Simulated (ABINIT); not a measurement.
## A GW chain in ABINIT: BAs (F-43m)

How does a plane-wave GW calculation on BAs (F-43m) run from the first input to the gap?

Program: ABINIT 10.8.3. Level of theory: PBE and many-body steps on it, plane waves. Results are calculated unless marked as measured.

**Experimental background.**

- Gap 1.82 eV: indirect gap from Tauc plot of optical absorption; UV-visible absorption, indirect Tauc plot; 300 K; bulk crystal (three thin as-grown single crystals with the same absorption edge) (“Photoluminescence mapping and time-domain thermo-photoluminescence for rapid imaging and measurement of thermal conductivity of boron arsenide”, 2019, arxiv:1910.07149).

- Gap 4.12 eV: direct gap from square of absorption coefficient, average of two samples; spectroscopic ellipsometry; 300 K; bulk crystal (CVT-grown opaque bulk crystals) (“Optical properties of cubic boron arsenide”, 2019, arxiv:1911.04914).

- Gap 2.02 eV: indirect gap from square root of absorption coefficient, average of three samples; transmission and reflection spectroscopy; 300 K; bulk crystal (CVT-grown platelets about 10 um thick) (“Optical properties of cubic boron arsenide”, 2019, arxiv:1911.04914).

## (1) The starting structure

It takes space group F-43m (No. 216, cubic). The conventional cell has a = 4.777 Å, b = 4.777 Å, c = 4.777 Å, α = 90.00°, β = 90.00°, γ = 90.00°. Nearest to B lie 4 As at 2.07 Å. Nearest to As lie 4 B at 2.07 Å. Farther neighbours are not listed.

The cell and positions come from the Crystallography Open Database and are kept as given unless a step says otherwise.

## (2) Ground state

This step: ABINIT 10.8.3; DFT, PBE with spin-orbit coupling, plane waves, norm-conserving pseudopotentials.

The ground-state density comes first.

The input, run.abi:

```
acell 3*1.0 Angstrom
rprim 
  -0.000000000000 2.388500000000 2.388500000000
  2.388500000000 -0.000000000000 2.388500000000
  2.388500000000 2.388500000000 -0.000000000000
ntypat 2
znucl 5 33
natom 2
typat 1 2
xred 
  0.000000000000 0.000000000000 0.000000000000
  0.250000000000 0.250000000000 0.250000000000
pp_dirpath "pseudos"
pseudos "B.upf, As.upf"
ecut 44
nspinor 2
ngkpt 6 6 6
nshiftk 1
shiftk 0 0 0
kptopt 1
chksymbreak 0
nband 36
occopt 1
tolvrs 1e-10
nstep 60
prtwf 0
optforces 0
optstress 0
indata_prefix "in"
outdata_prefix "out"
tmpdata_prefix "tmp"
```

The run is started by

```bash
$ OMP_NUM_THREADS=1 mpirun -n 4 abinit run.abi > log
```

Numbers of over 12 decimals in the logs are rounded to 6 here.

The log of the run:

```text
.Version 10.8.3 of ABINIT. v10.8.2 released Aug 2026.

 Symmetries : space group F-4 3 m (#216); Bravais cF (face-center cubic)
================================================================================
 Values of the parameters that define the memory need of the present run
     intxc =       0    ionmov =       0      iscf =       7    lmnmax =      13
     lnmax =      13     mgfft =      40  mpssoang =       5    mqgrid =    3001
     natom =       2  nloc_mem =       1    nspden =       1   nspinor =       2
    nsppol =       1      nsym =      24    n1xccc =    2501    ntypat =       2
    occopt =       1   xclevel =       2
-    mband =          36        mffmem =           1         mkmem =           4
       mpw =        2637          nfft =       64000          nkpt =          16
================================================================================
  Rough estimation (10% accuracy) of disk space for files :
================================================================================

--------------------------------------------------------------------------------
------------- Echo of variables that govern the present computation ------------
--------------------------------------------------------------------------------
 -outvars: echo values of preprocessed input variables --------
            acell      1.8897261259E+00  1.8897261259E+00  1.8897261259E+00 Bohr

      chksymbreak           0
             ecut      4.40000000E+01 Hartree
-          fftalg         312

              ixc     -101130
              kpt      0.00000000E+00  0.00000000E+00  0.00000000E+00
                       1.66666667E-01  0.00000000E+00  0.00000000E+00
                       3.33333333E-01  0.00000000E+00  0.00000000E+00
                       5.00000000E-01  0.00000000E+00  0.00000000E+00
                       1.66666667E-01  1.66666667E-01  0.00000000E+00
                       3.33333333E-01  1.66666667E-01  0.00000000E+00
                       5.00000000E-01  1.66666667E-01  0.00000000E+00
                      -3.33333333E-01  1.66666667E-01  0.00000000E+00
                      -1.66666667E-01  1.66666667E-01  0.00000000E+00
   [... 5 further rows ...]
                      -3.33333333E-01  3.33333333E-01  1.66666667E-01
                      -3.33333333E-01  5.00000000E-01  1.66666667E-01
         kptrlatt        6    0    0      0    6    0      0    0    6
          kptrlen      3.82992581E+01
P           mkmem           4
            natom           2
            nband          36
            ngfft          40      40      40
             nkpt          16
          nspinor           2
            nstep          60
             nsym          24
           ntypat           2
              occ      1.000000  1.000000  1.000000  1.000000  1.000000  1.000000
                       1.000000  1.000000  1.000000  1.000000  1.000000  1.000000
                       1.000000  1.000000  1.000000  1.000000  1.000000  1.000000
                       1.000000  1.000000  1.000000  1.000000  1.000000  1.000000
                       1.000000  1.000000  0.000000  0.000000  0.000000  0.000000
                       0.000000  0.000000  0.000000  0.000000  0.000000  0.000000
        optforces           0
        optstress           0
            prtwf           0
            rprim     -0.0000000000E+00  2.3885000000E+00  2.3885000000E+00
[...]
spgroup         216

           tolvrs      1.00000000E-10

             xred      0.0000000000E+00  0.0000000000E+00  0.0000000000E+00
[...]
znucl        5.00000   33.00000

================================================================================

 chkinp: Checking input parameters for consistency.

================================================================================
== DATASET  1 ==================================================================
-   mpi_nproc: 4, omp_nthreads: 1 (-1 if OMP is not activated)

--- !DatasetInfo
iteration_state: {dtset: 1, }
dimensions: {natom: 2, nkpt: 16, mband: 36, nsppol: 1, nspinor: 2, nspden: 1, mpw: 2637, }
cutoff_energies: {ecut:  44.0, pawecutdg:  -1.0, }
electrons: {nelect:   2.60000000E+01, charge:   0.00000000E+00, occopt:   1.00000000E+00, tsmear:   1.00000000E-02, }

 Real(R)+Recip(G) space primitive vectors, cartesian coordinates (Bohr,Bohr^-1):
 R(1)=  0.0000000  4.5136109  4.5136109  G(1)= -0.1107761  0.1107761  0.1107761
 R(2)=  4.5136109  0.0000000  4.5136109  G(2)=  0.1107761 -0.1107761  0.1107761
 R(3)=  4.5136109  4.5136109  0.0000000  G(3)=  0.1107761  0.1107761 -0.1107761
 Unit cell volume ucvol=  1.8390873E+02 bohr^3
 Angles (23,13,12)=  6.00000000E+01  6.00000000E+01  6.00000000E+01 degrees

 getcut: wavevector=  0.0000  0.0000  0.0000  ngfft=  40  40  40
         ecut(hartree)=     44.000   => boxcut(ratio)=   2.09860

--- Pseudopotential description ------------------------------------------------
- B Generated using ONCVPSP code by D. R. Hamann
-  5.00000   3.00000  180423                  znucl, zion, pspdat
12 -101130 1 -1 1534                          pspcod,pspxc,lmax,lloc,mmax
     nproj     2     2     0     0
     spin-orbit psp
        nprojso     3     0     0
  pspatm : epsatm=    3.38928266
         --- l  ekb(1:nproj) -->
[...]
spin-orbit 1    0.003240    0.000642   -0.000043
 pspatm: atomic psp has been read  and splines computed

- As Generated using ONCVPSP code by D. R. Hamann
- 33.00000  23.00000  180506                  znucl, zion, pspdat
12 -101130 2 -1 1358                          pspcod,pspxc,lmax,lloc,mmax
     nproj     2     2     2     0
     spin-orbit psp
        nprojso     4     3     0
  pspatm : epsatm=   24.77999478
         --- l  ekb(1:nproj) -->
[...]
2  -10.102843   -4.354352
  spin-orbit 1    0.215873    0.096617   -0.000767   -0.000075
  spin-orbit 2    0.018130    0.013569   -0.000026
 pspatm: atomic psp has been read  and splines computed

   7.32401213E+02                                ecore*ucvol(ha*bohr**3)
--------------------------------------------------------------------------------

_setup2: Arith. and geom. avg. npw (full set) are    2564.931    2564.906

================================================================================

--- !BeginCycle
iteration_state: {dtset: 1, }
solver: {iscf: 7, nstep: 60, nline: 4, wfoptalg: 0, }
tolerances: {tolvrs: 1.00E-10, }

     iter   Etot(hartree)      deltaE(h)  residm     vres2
 ETOT  1  -307.10528142915    -3.071E+02 1.301E+00 2.211E+02
 ETOT  2  -308.13816992329    -1.033E+00 4.246E-02 1.037E+02
 ETOT  3  -308.15081987799    -1.265E-02 5.551E-03 1.633E+00
 ETOT  4  -308.15097812823    -1.583E-04 1.392E-03 4.172E-02
 ETOT  5  -308.15099480717    -1.668E-05 1.364E-03 1.457E-02
 ETOT  6  -308.15099641112    -1.604E-06 3.465E-04 6.448E-04
 ETOT  7  -308.15099645637    -4.525E-08 3.204E-04 8.371E-06
 ETOT  8  -308.15099645702    -6.472E-10 6.716E-05 7.302E-08
 ETOT  9  -308.15099645702     5.230E-12 6.575E-05 1.337E-09
 ETOT 10  -308.15099645700     1.728E-11 1.238E-05 9.981E-12

 At SCF step   10       vres2   =  9.98E-12 < tolvrs=  1.00E-10 =>converged.

--- !ResultsGS
iteration_state: {dtset: 1, }
comment   : Summary of ground state results
lattice_vectors:
- [ -0.0000000,   4.5136109,   4.5136109, ]
- [  4.5136109,  -0.0000000,   4.5136109, ]
- [  4.5136109,   4.5136109,  -0.0000000, ]
lattice_lengths: [   6.38321,    6.38321,    6.38321, ]
lattice_angles: [ 60.000,  60.000,  60.000, ] # degrees, (23, 13, 12)
lattice_volume:   1.8390873E+02
convergence: {deltae:  1.728E-11, res2:  9.981E-12, residm:  1.238E-05, diffor:  0.000E+00, }
etotal    :  -3.08150996E+02
entropy   :   0.00000000E+00
fermie    :   2.96606879E-01
cartesian_stress_tensor: null
pressure_GPa: null
xred      :
- [  0.0000E+00,   0.0000E+00,   0.0000E+00,  B]
- [  2.5000E-01,   2.5000E-01,   2.5000E-01, As]
cartesian_forces: null
force_length_stats: {min: null, max: null, mean: null, }

 Integrated electronic density in atomic spheres:
 ------------------------------------------------
 Atom  Sphere_radius  Integrated_density
    1        2.00000          2.57286964
    2        2.00000         20.47871560
================================================================================

 ----iterations are completed or convergence reached----

 Mean square residual over all n,k,spin=   35.761E-09; max=  12.381E-06
 reduced coordinates (array xred) for    2 atoms
       0.000000000000      0.000000000000      0.000000000000
       0.250000000000      0.250000000000      0.250000000000
 rms dE/dt=  0.0000E+00; max dE/dt=  0.0000E+00; dE/dt below (all hartree)
    1       0.000000000000      0.000000000000      0.000000000000
    2       0.000000000000      0.000000000000      0.000000000000

 cartesian coordinates (angstrom) at end:
    1      0.000000     0.000000     0.000000
    2      1.194250     1.194250     1.194250
 length scales=  1.889726125908  1.889726125908  1.889726125908 bohr
              =  1.000000000000  1.000000000000  1.000000000000 angstroms
 prteigrs : about to open file out_EIG
 Fermi (or HOMO) energy (hartree) =   0.29661   Average Vxc (hartree)=  -0.41176
 Eigenvalues (hartree) for nkpt=  16  k points:
 kpt#   1, nband= 36, wtk=  0.00463, kpt=  0.0000  0.0000  0.0000 (reduced coord)
  -6.52185   -6.52185   -4.56520   -4.56520   -4.38063   -4.38063   -4.38063   -4.38063
  -1.03954   -1.03954   -1.03954   -1.03954   -1.01315   -1.01315   -1.01268   -1.01268
  -1.01268   -1.01268   -0.27179   -0.27179    0.28900    0.28900    0.29661    0.29661
   0.29661    0.29661    0.40986    0.40986    0.41772    0.41772    0.41772    0.41772
   0.46635    0.46635    0.64686    0.64686
 prteigrs : prtvol=0 or 1, do not print more k-points.

--- !EnergyTerms
iteration_state     : {dtset: 1, }
comment             : Components of total free energy in Hartree
kinetic             :  1.38332159241425E+02
hartree             :  1.24487886356308E+02
xc                  : -2.88985118533825E+01
Ewald energy        : -1.42752833839720E+02
psp_core            :  3.98241688469668E+00
local_psp           : -3.25884592176885E+02
non_local_psp       : -7.74175210694404E+01
total_energy        : -3.08150996456998E+02
total_energy_eV     : -8.38521578667530E+03
band_energy         : -4.95063679260714E+01

== END DATASET(S) ==============================================================
================================================================================

 -outvars: echo values of variables after computation  --------
           etotal     -3.0815099646E+02
            nband          36
             nkpt          16
          spgroup         216
 [... the other variables as echoed above ...]

 Calculation completed.
```

Elapsed: 58 s, on 4 MPI ranks of Arm Neoverse N1, shared host; peak memory 0.33 GiB; 3.9 min of CPU time.

Numbers from this step:

```
total energy               : -8385.2158 eV
gap                        : 1.226 eV
k of the valence top       : 0, 0, 0
k of the conduction bottom : 0.3333, 0.3333, 0
least direct gap           : 3.082 eV
```

The gap is indirect, with the least direct gap 1.86 eV higher.

(Continued in part 2 of 3.)

[Paths, hosts, dates, memory and timing lines, banners, echoed tables and standing remarks are left out of the program output.]

[Logs are printed without paths, hosts, clocks, repeated set-up lines and the standing remarks that a program may print on its own settings, such as how far it seeks lower states.]

[Runs of the session that timed out or met a known fault of the program may be left out.]

[Hosts, paths, dates, database ids (printed as entryN), source tags and the programs' standing remarks are cut or masked in the printed files.]

[G0W0 gaps are taken among the corrected bands and points alone; a level outside them can change the order at an edge.]

[Where Ansatz stands beside ABINIT at settings called matched, ABINIT's density can come from a denser mesh and the files from another edition; pairs whose starting gaps differed by over 0.03 eV were left out, so agreement reads better than it is.]
